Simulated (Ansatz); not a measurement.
# CsCl-type GdN

Level of theory: DFT, r²SCAN, scalar-relativistic, collinear spin; plane waves to 500 eV with PAW datasets (Ansatz 0.2.0), Γ-centred 12×12×12 mesh, 0.05 eV Gaussian smearing. The datasets are Ansatz's generated set soft_2.

```xyz
2
Lattice="3.0189 0.0000 0.0000 0.0000 3.0189 0.0000 0.0000 0.0000 3.0189" Properties=species:S:1:pos:R:3 pbc="T T T"
Gd    0.0000    0.0000    0.0000
N     1.5094    1.5094    1.5094
```

The start was a prototype's sites filled with these elements. The Crystallography Open Database lists the compound in space group Fm-3m (rock salt), so this is a trial structure.

Magnetic state: ferromagnetic, site spin moments Gd 6.95; N -0.11 μB.

The cell above was scaled in volume, its shape and atoms being fixed by the lattice's symmetry. Energies are counted from the cell above.

```json
{"V (Å³/atom)": "13.206", "ΔE (meV/atom)": "11.98", "P from the stress (GPa)": "7.14"}
{"V (Å³/atom)": "13.482", "ΔE (meV/atom)": "2.96", "P from the stress (GPa)": "3.42"}
{"V (Å³/atom)": "13.757", "ΔE (meV/atom)": "0.00", "P from the stress (GPa)": "0.08"}
{"V (Å³/atom)": "14.032", "ΔE (meV/atom)": "2.50", "P from the stress (GPa)": "-2.94"}
{"V (Å³/atom)": "14.307", "ΔE (meV/atom)": "9.92", "P from the stress (GPa)": "-5.65"}
{"V (Å³/atom)": "14.720", "ΔE (meV/atom)": "29.20", "P from the stress (GPa)": "-9.23"}
```

Q: Do the energies and the pressures agree? Compare −ΔE/ΔV between neighbouring points (1 meV/Å³ = 0.1602 GPa) with the mean of their pressures.

A: 
```
interval (Å³/atom)  −ΔE/ΔV (GPa)  mean P (GPa)
    13.21 to 13.48           5.3           5.3
    13.48 to 13.76           1.7           1.8
    13.76 to 14.03          -1.5          -1.4
    14.03 to 14.31          -4.3          -4.3
    14.31 to 14.72          -7.5          -7.4
```
They differ by 0.05 GPa at most.

Q: What do the two routes give for V0, B0 and B0′?

A: A third-order Birch–Murnaghan fit of the energies: V0 = 13.76 Å³/atom, B0 = 158 GPa, B0′ = 4.3. A polynomial of P in ln V, with B = −dP/d ln V at P = 0: V0 = 13.76 Å³/atom, B0 = 158 GPa, B0′ = 4.2.

B0·V0 = 158.5 GPa × 13.76 Å³ = 13.61 eV/atom sets the scale: near the minimum ΔE ≈ ½ B0 V0 x², with x = V/V0 − 1, and a pressure of 1.6 GPa squeezes the volume by about 1 %. At the ends of the curve: x = −4.0 % predicts 11.1 meV/atom and the run gives 12.0; x = +6.9 % predicts 32.9 meV/atom and the run gives 29.2. The lopsidedness is anharmonic: atoms resist being pushed together more than being pulled apart.

Without a U the 4f levels of Gd lie too near the Fermi level, so their share of the states there, and what hangs on it, is overstated. No spin–orbit coupling, a notable omission for heavy elements. The run wasn't fully tested for a lower electronic state. Site moments are of spin, integrated over atomic spheres. The moments were started parallel, and the real magnetic order may be another. The run is a metal.
